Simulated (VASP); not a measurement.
Crystal: CdTe.

```
Cd Te
1.0
     0.00000    3.28211    3.28211
     3.28211    0.00000    3.28211
     3.28211    3.28211    0.00000
Cd Te
1 1
Direct
  0.00000 0.00000 0.00000
  0.75000 0.75000 0.75000
```

The cell is a database's computed one.

| Quantity | Value |
| --- | --- |
| Program | VASP 6.6.1 |
| Task | relaxation of cell and atoms |
| Functional | RPBE |
| Potentials or basis | VASP PAW PBE potentials, release 64 (Cd, Te) |
| Cutoff | 600 eV |
| k mesh | 10 × 10 × 10 |
| Occupations | gaussian, width 0.02 eV |
| Spin | no spin polarisation |

At the start: pressure 2.6 GPa; volume 35.36 Å³/atom.

Problem. Where does the relaxation end?

Solution. Over 3 steps the energy falls by 19.6 meV/atom and the volume is 37.97 Å³/atom (+7.4 %); space group F-43m (No. 216, to 0.05 Å).

The path:
| step | energy change (eV) | largest force (eV/Å) | pressure (GPa) | volume (Å³) |
| --- | --- | --- | --- | --- |
| 1 | 0.0000 | 0.0000 | 2.57 | 70.71 |
| 2 | -0.0386 | 0.0000 | -0.27 | 76.67 |
| 3 | -0.0392 | 0.0000 | 0.01 | 75.95 |

Final structure:
```
Cd Te
1.0
     0.00000    3.36117    3.36117
     3.36117    0.00000    3.36117
     3.36117    3.36117    0.00000
Cd Te
1 1
Cartesian
  0.0000 0.0000 0.0000
  5.0418 5.0418 5.0418
```

Caveat: the PAW data sets were made with another functional, which shifts forces and pressure a little.
